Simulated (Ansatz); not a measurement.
Input and command of a plane-wave DFT calculation in Ansatz:

```yaml
crystal:
  lattice:
    - [8.3024665753, -2.8760587872, 0.0]
    - [-6.6419732602, -5.7521175747, 0.0]
    - [0.0, 0.0, -15.0438319106]
  atoms:
    - { symbol: W, position: [0.3333333333, 0.6666666667, 0.25] }
    - { symbol: W, position: [0.619047619, 0.5238095238, 0.25] }
    - { symbol: W, position: [0.1904761905, 0.2380952381, 0.25] }
    - { symbol: W, position: [0.9047619048, 0.380952381, 0.25] }
    - { symbol: W, position: [0.4761904762, 0.0952380952, 0.25] }
    - { symbol: W, position: [0.0476190476, 0.8095238095, 0.25] }
    - { symbol: W, position: [0.7619047619, 0.9523809524, 0.25] }
    - { symbol: W, position: [0.0952380952, 0.619047619, 0.75] }
    - { symbol: W, position: [0.380952381, 0.4761904762, 0.75] }
    - { symbol: W, position: [0.9523809524, 0.1904761905, 0.75] }
    - { symbol: W, position: [0.6666666667, 0.3333333333, 0.75] }
    - { symbol: W, position: [0.2380952381, 0.0476190476, 0.75] }
    - { symbol: W, position: [0.8095238095, 0.7619047619, 0.75] }
    - { symbol: W, position: [0.5238095238, 0.9047619048, 0.75] }
    - { symbol: Se, position: [0.380952381, 0.4761904762, 0.1384569501] }
    - { symbol: Se, position: [0.9523809524, 0.1904761905, 0.1384569501] }
    - { symbol: Se, position: [0.6666666667, 0.3333333333, 0.1384569501] }
    - { symbol: Se, position: [0.2380952381, 0.0476190476, 0.1384569501] }
    - { symbol: Se, position: [0.8095238095, 0.7619047619, 0.1384569501] }
    - { symbol: Se, position: [0.5238095238, 0.9047619048, 0.1384569501] }
    - { symbol: Se, position: [0.3333333333, 0.6666666667, 0.6384569501] }
    - { symbol: Se, position: [0.619047619, 0.5238095238, 0.6384569501] }
    - { symbol: Se, position: [0.1904761905, 0.2380952381, 0.6384569501] }
    - { symbol: Se, position: [0.9047619048, 0.380952381, 0.6384569501] }
    - { symbol: Se, position: [0.4761904762, 0.0952380952, 0.6384569501] }
    - { symbol: Se, position: [0.0476190476, 0.8095238095, 0.6384569501] }
    - { symbol: Se, position: [0.7619047619, 0.9523809524, 0.6384569501] }
    - { symbol: Se, position: [0.0952380952, 0.619047619, 0.3615430499] }
    - { symbol: Se, position: [0.380952381, 0.4761904762, 0.3615430499] }
    - { symbol: Se, position: [0.9523809524, 0.1904761905, 0.3615430499] }
    - { symbol: Se, position: [0.6666666667, 0.3333333333, 0.3615430499] }
    - { symbol: Se, position: [0.2380952381, 0.0476190476, 0.3615430499] }
    - { symbol: Se, position: [0.8095238095, 0.7619047619, 0.3615430499] }
    - { symbol: Se, position: [0.5238095238, 0.9047619048, 0.3615430499] }
    - { symbol: Se, position: [0.3333333333, 0.6666666667, 0.8615430499] }
    - { symbol: Se, position: [0.619047619, 0.5238095238, 0.8615430499] }
    - { symbol: Se, position: [0.1904761905, 0.2380952381, 0.8615430499] }
    - { symbol: Se, position: [0.9047619048, 0.380952381, 0.8615430499] }
    - { symbol: Se, position: [0.4761904762, 0.0952380952, 0.8615430499] }
    - { symbol: Se, position: [0.0476190476, 0.8095238095, 0.8615430499] }
    - { symbol: Se, position: [0.7619047619, 0.9523809524, 0.8615430499] }
  host:
    lattice:
      - [3.3209866301, 0.0, 0.0]
      - [-1.6604933151, 2.8760587873, 0.0]
      - [0.0, 0.0, 15.0438319106]
    atoms:
      - { symbol: W, position: [0.6666666667, 0.3333333333, 0.75] }
      - { symbol: W, position: [0.3333333333, 0.6666666667, 0.25] }
      - { symbol: Se, position: [0.3333333333, 0.6666666667, 0.8615430499] }
      - { symbol: Se, position: [0.6666666667, 0.3333333333, 0.3615430499] }
      - { symbol: Se, position: [0.3333333333, 0.6666666667, 0.6384569501] }
      - { symbol: Se, position: [0.6666666667, 0.3333333333, 0.1384569501] }
basis:
  ecutwfc: 420
  xc_grid: 2
kpoints:
  mp_grid: { grid: [2, 2, 2], shift: [0.0, 0.0, 0.0] }
hamiltonian:
  xc: pbe
scf:
  occupations: { method: gaussian, width: 0.01 }
output:
  forces: true
  stress: false
  eigenvalues: true
  charged_corrections:
    defect_position: [0.0952381, 0.61904762, 0.13845695]
    epsilon: [[13.4581, 0.0, 0.0], [0.0, 13.4581, 0.0], [0.0, 0.0, 4.0466]]
  write_density: true
  write_potential: true
  elf: true
  volumetric_format: npy
relax:
  adjacent_minimum: "off"
  f_tol: 0.025
  max_steps: 45
```

```bash
ansatz run input.yaml --threads 4 --pin off --max-ram 10240MiB --backend cpu --events-out ev --progress --plain --runs-dir out
```

Processor: Arm Neoverse V2, 4 threads, on a host shared with other jobs.

Problem. Estimate time, memory and problem size.

Solution. About 4.2 min on 4 threads of Arm Neoverse V2, with other jobs on the host, peak memory 6 GiB. It solves 377 bands at 4 k points (the mesh reduced by symmetry) with about 19665 plane waves, in 41 SCF iterations over 5 ionic steps.
